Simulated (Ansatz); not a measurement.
Crystal: NiO.

```
CELL_PARAMETERS angstrom
0.00000 2.08590 2.08590
2.08590 0.00000 2.08590
2.08590 2.08590 0.00000
ATOMIC_POSITIONS crystal
Ni 0.00000 0.00000 0.00000
O 0.50000 0.50000 0.50000
```

| Property | Result |
| --- | --- |
| Program | Ansatz 0.2.0 |
| Task | relaxation of cell and atoms |
| Functional | BLYP |
| Dispersion | D4 |
| Potentials or basis | all-electron LAPW, scalar-relativistic |
| Basis error allowed | 0.001 eV/atom |
| k mesh | 11 × 11 × 11 |
| Occupations | fermi-dirac, width 0.05 eV |
| Spin | collinear spin, ferromagnetic start |
| Starting moments | [1.0, 0.0] μB |

At the start: volume 9.08 Å³/atom.

Task: Where does the relaxation end?

Result: Over 14 steps the energy falls by 74.6 meV/atom and the volume is 9.44 Å³/atom (+4.0 %); space group Fm-3m (No. 225, to 0.05 Å); moment 1.82 μB per cell.

The path:
```
step  energy change (eV)  largest force (eV/Å)  volume (Å³)
   1              0.0000                0.0000        18.15
   2             -0.0061                0.0000        18.39
   3             -0.0446                0.0000        18.69
   4             -0.0966                0.0000        20.04
   5             -0.1033                0.0000        19.94
   6             -0.1423                0.0000        19.17
   7             -0.1439                0.0000        19.12
   8             -0.1442                0.0000        19.11
   9             -0.1489                0.0000        18.85
  10             -0.1490                0.0000        18.90
  11             -0.1491                0.0000        18.88
  12             -0.1491                0.0000        18.87
  13             -0.1491                0.0000        18.88
  14             -0.1492                0.0000        18.88
```

Final structure:
```
CELL_PARAMETERS angstrom
0.00000 2.11327 2.11327
2.11327 0.00000 2.11327
2.11327 2.11327 0.00000
ATOMIC_POSITIONS crystal
Ni 0.00000 0.00000 0.00000
O 0.50000 0.50000 0.50000
```

Caveat: a cell with one magnetic atom can't hold antiferromagnetic order, which such compounds often take.
